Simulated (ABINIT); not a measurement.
Runs of ABINIT 10.8.3 (patched build) on AlN. It takes space group F-43m (No. 216, cubic). The conventional cell has a = 4.368 Å, b = 4.368 Å, c = 4.368 Å, α = 90.00°, β = 90.00°, γ = 90.00°. Al (site symmetry -43m) is surrounded by 4 N at 1.89 Å. N (site symmetry -43m) has 4 Al at 1.89 Å as nearest neighbours. Measurements of this composition are mostly on another form, of space group No. 186.

| task | level | potentials or basis | cutoff (eV) | fine-grid cutoff | V0 of scaled cells (Å³/atom) | B0 (GPa) |
| --- | --- | --- | --- | --- | --- | --- |
| equation of state | LDA | JTH PAW LDA v2.0 | 844 | 1442.2 eV | (b) | 211 |
| equation of state | SOGGA | JTH PAW PBE v2.0 | 680 | 1278.94 eV | 10.53 | (a) |
| equation of state | rPW86PBE | PseudoDojo NC SR PBE v0.4.1 standard | 1143 | - | 10.92 | 180 |
| equation of state | LDA-Teter | PseudoDojo NC SR LDA v0.4.1 standard | 1143 | - | 10.18 | 210 |

Alike in all rows: no spin polarisation; cell as given; k mesh 10 × 10 × 10; smearing fermi-dirac 0.05 eV.

Problem. Estimate the missing entries.

Solution. (a) 203; (b) 10.22.

Caveats: pressures at fixed basis lie under the slope of the energies; the PAW data sets were made with another functional, which shifts forces and pressure a little (some runs); the potentials were made for another functional, which shifts forces and pressure (some runs).

Runs at the PBE level aren't shown here.
